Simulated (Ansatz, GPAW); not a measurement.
This is a calculation of W (Tungsten) for GPAW 26.7.0 (ASE script). 

run.py

```python
from ase import Atoms
from ase.dft.bandgap import bandgap
from ase.io import write
from ase.units import Bohr, GPa
from gpaw import GPAW, PW
from gpaw.elf import elf_from_dft_calculation

atoms = Atoms(['W'],
              cell=[[-1.582345, 1.582345, 1.582345],
                    [1.582345, -1.582345, 1.582345],
                    [1.582345, 1.582345, -1.582345]],
              scaled_positions=[[0.0, 0.0, 0.0]],
              pbc=True)

calc = GPAW(mode=PW(600),
            xc='PBE',
            kpts={'size': (12, 12, 12), 'gamma': True},
            occupations={'name': 'methfessel-paxton', 'order': 0, 'width': 0.023},
            nbands=16,
            convergence={'density': 1e-05, 'energy': 1e-05},
            maxiter=150,
            txt='gpaw.txt')
atoms.calc = calc
energy = atoms.get_potential_energy()
forces = atoms.get_forces()
stress = atoms.get_stress()
calc.write('gs.gpw')
write('result.traj', atoms)
print(f'Energy: {energy:.6f} eV')
print('Forces (eV/A):')
print(forces.round(4))
print('Stress (GPa):', (stress / GPa).round(3))
print('Fermi level:', round(calc.get_fermi_level(), 4), 'eV')
print(f'Gap: {bandgap(calc)[0]:.4f} eV, direct: {bandgap(calc, direct=True)[0]:.4f} eV')

# fields on the real-space grid
write('density.cube', atoms, data=calc.get_pseudo_density() * Bohr**3)
write('potential.cube', atoms, data=calc.get_electrostatic_potential())
write('elf.cube', atoms, data=elf_from_dft_calculation(calc).data)
```

Potentials or basis: GPAW PAW data sets (gpaw-data 1.2.1), pw.

Command:

```console
$ OMP_NUM_THREADS=1 python run.py
```

What does the same run look like in Ansatz 0.2.0? Potentials or basis there: all-electron LAPW, scalar-relativistic.

As run (cutoffs and basis follow the program's own potentials, and thresholds, step limits or extra output files can differ):

Contents of input.yaml:

```yaml
crystal:
  lattice:
    - [-1.582345, 1.582345, 1.582345]
    - [1.582345, -1.582345, 1.582345]
    - [1.582345, 1.582345, -1.582345]
  atoms:
    - { symbol: W, position: [0.0, 0.0, 0.0] }
kpoints:
  mp_grid: { grid: [12, 12, 12] }
scf:
  occupations: { method: gaussian, width: 0.023 }
hamiltonian:
  xc: pbe
  pseudopotentials: { kind: all_electron, lapw: { basis_error: 0.001 } }
output:
  forces: true
  stress: true
  eigenvalues: true
```

Potentials or basis: all-electron LAPW, scalar-relativistic.

Launch:

```sh
$ ansatz run input.yaml --threads 1 --pin off --max-ram 3072MiB --backend cpu --events-out ev --progress --plain --runs-dir out
```

Both were run:

|  | GPAW | Ansatz |
| --- | --- | --- |
| Pressure | 5.8 GPa | 6.1 GPa |

Where Ansatz's input types no cutoff or centring, it takes its own default and a Γ-centred mesh.

Pressure is positive in compression.
